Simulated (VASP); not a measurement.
## HfN under changes of volume

One of the cells (15.089 Å³/atom); the others are scaled copies at fixed shape and fractional positions:

```
CELL_PARAMETERS angstrom
0.00000 2.47108 2.47108
2.47108 0.00000 2.47108
2.47108 2.47108 0.00000
ATOMIC_POSITIONS crystal
Hf 0.00000 0.00000 0.00000
N 0.25000 0.25000 0.25000
```

The cell comes from a database or a generator and needn't be the stable form of this composition.

| Item | Value |
| --- | --- |
| Program | VASP 6.6.1 |
| Functional | PBE |
| Potentials or basis | VASP PAW PBE potentials, release 64 (Hf_pv, N) |
| Cutoff | 520 eV |
| k mesh | 9 × 9 × 9 |
| Occupations | fermi-dirac, width 0.05 eV |
| Spin | no spin polarisation |

```tsv
volume (Å³/atom)	energy over the lowest point (meV/atom)	pressure (GPa)
13.906	?	?
14.201	11.05	8.2
14.497	0.00	3.7
15.089	0.77	-4.0
15.385	11.20	-7.3
15.681	27.42	-10.3
```

Question: What does the run at 13.906 Å³/atom give?

Answer: Energy over the lowest point 30.80 meV/atom; pressure 13.2 GPa.

Worked out: A Birch-Murnaghan fit of order 3 (a polynomial in V^(-2/3)) to the other rows has its minimum at 14.77 Å³/atom with B0 = V·E''(V) = 194 GPa and B' = 4.0. It gives 30.76 meV/atom at 13.906 Å³/atom, against the run's 30.80, and -dE/dV = 13.2 GPa, against 13.2.

Energies are extrapolated to zero smearing.
